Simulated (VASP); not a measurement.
# NaCl: relaxation of cell and atoms with PBE

The system is NaCl.

```xyz
2
Lattice="3.0252 0.0000 0.0000 0.0000 3.0252 0.0000 0.0000 0.0000 3.0252" Properties=species:S:1:pos:R:3 pbc="T T T"
Na    0.0000    0.0000    0.0000
Cl    1.5126    1.5126    1.5126
```

Measurements of this composition are mostly on another form, of space group No. 225.

| Quantity | Value |
| --- | --- |
| Program | VASP 6.6.1 |
| Task | relaxation of cell and atoms |
| Functional | PBE |
| Potentials or basis | VASP PAW PBE potentials, release 64 (Na_pv, Cl) |
| Cutoff | 600 eV |
| k mesh | 8 × 8 × 8 |
| Occupations | gaussian, width 0.01 eV |
| Spin | no spin polarisation |
| Target pressure | 32 GPa |
| Dipole correction | no |
| Further INCAR settings | ALGO = Fast; EDIFF = 1e-07; IBRION = 2; EDIFFG = -0.002; NSW = 80; ISIF = 3 |
| Target pressure | 32 GPa |

```json
{
 "Relaxed volume": "13.85 Å³/atom",
 "Relaxed cell": "a = 3.025 Å, b = 3.025 Å, c = 3.025 Å, α = 90.00°, β = 90.00°, γ = 90.00°",
 "Space group after relaxing (to 0.05 Å)": "Pm-3m (No. 221)",
 "Energy change on relaxing (the enthalpy is what falls)": "-0.7 meV/atom",
 "Ionic steps": "3",
 "Pressure after relaxing": "32.0 GPa",
 "Band gap on the k mesh": "4.98 eV, direct"
}
```

The path:
| step | energy change (eV) | largest force (eV/Å) | pressure (GPa) | volume (Å³) |
| --- | --- | --- | --- | --- |
| 1 | 0.0000 | 0.0000 | 32.07 | 27.69 |
| 2 | -0.0046 | 0.0000 | 31.89 | 27.71 |
| 3 | -0.0013 | 0.0000 | 32.01 | 27.69 |

Final structure:
```
Na Cl
1.0
     3.02543    0.00000    0.00000
     0.00000    3.02543    0.00000
     0.00000    0.00000    3.02543
Na Cl
1 1
Direct
  0.00000 0.00000 0.00000
  0.50000 0.50000 0.50000
```

Levels at points of the mesh, in eV from the valence-band top:
```tsv
k point	band 4	band 5	band 6	band 7	band 8	band 9	band 10	band 11
(0.00, 0.00, 0.00)	-15.62	-0.98	-0.98	-0.98	6.13	7.51	7.51	17.36
(0.50, 0.00, 0.00)	-14.51	-5.51	-0.58	-0.58	8.55	9.87	12.13	12.64
(0.50, 0.50, 0.00)	-13.89	-4.28	-4.28	0.00	4.98	10.60	12.93	12.93
(0.50, 0.50, 0.50)	-13.08	-3.70	-3.70	-3.70	6.74	6.74	6.74	15.47
```

It took 11 s on 1 thread of AMD EPYC 9R45 (Zen 5) (shared host), peak memory 0.11 GiB.

Caveat: the cell is relaxed towards a set pressure, so the enthalpy falls and the energy may rise. A k mesh can miss the band edges.
